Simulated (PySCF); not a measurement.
The vertical singlet excitations below were computed for one of the candidates. Theory: TDDFT CAM-B3LYP/def2-SVPD, vertical, gas phase, core orbitals frozen in the response in PySCF. Geometries: GFN2-xTB, one conformer each.

```json
{"state": "S1", "λ (nm)": "174.7", "f": "0.0031"}
{"state": "S2", "λ (nm)": "160.0", "f": "0.019"}
{"state": "S3", "λ (nm)": "152.9", "f": "0.053"}
{"state": "S4", "λ (nm)": "148.5", "f": "0.0013"}
{"state": "S5", "λ (nm)": "145.6", "f": "0.0072"}
{"state": "S6", "λ (nm)": "142.9", "f": "0.017"}
{"state": "S7", "λ (nm)": "141.7", "f": "0.016"}
{"state": "S8", "λ (nm)": "139.6", "f": "0.0057"}
```

Triplets computed (Tamm–Dancoff): 6.79, 7.37, 7.87 eV.

Orbital energies (eV): HOMO-3 -10.80, HOMO-2 -10.69, HOMO-1 -9.95, HOMO -9.43, LUMO 1.13, LUMO+1 1.48, LUMO+2 1.68.

Problem. Which structure fits?
A. `C1=C[C@H]2C=C[C@@H]1C2`
B. `CCCCO[SiH3]`
C. `C=CC[SiH]1CC1`
D. `Cc1occp1`

Solution. B. Its S1, at 7.10 eV, is the highest among the candidates; the nearest of the others has S1 at 6.35 eV. S1 is HOMO→LUMO (87%). Löwdin shares by element: HOMO oxygen 45%, carbon 12% or more, silicon 11%, hydrogen 7% or more (atoms not listed hold the other 24%); LUMO silicon 34%, hydrogen 19% or more, carbon 10% or more (atoms not listed hold the other 37%). At the same level the other candidates give, for their lowest levels:
- `Cc1occp1`: 234 nm (f 0.151); 207 nm (f 0.010); 204 nm (f 0.002); 203 nm (f 0.009); 193 nm (f 0.003); T1 3.17 eV; HOMO -7.75, LUMO 0.39 eV
- `C1=C[C@H]2C=C[C@@H]1C2`: 241 nm (f 0.000); 202 nm (f 0.025); 191 nm (f 0.018); 175 nm (f 0.036); 174 nm (f 0.175); T1 3.52 eV; HOMO -7.74, LUMO 0.78 eV
- `C=CC[SiH]1CC1`: 195 nm (f 0.322); 190 nm (f 0.025); 183 nm (f 0.021); 182 nm (f 0.106); 177 nm (f 0.002); T1 4.35 eV; HOMO -7.97, LUMO 1.03 eV

Conformer computed: `[CH3:1][CH2:2][CH2:3][CH2:4][O:5][SiH3:6]`: C1–C2–C3–C4 179°, C2–C3–C4–O5 -64°, C3–C4–O5–Si6 173°.
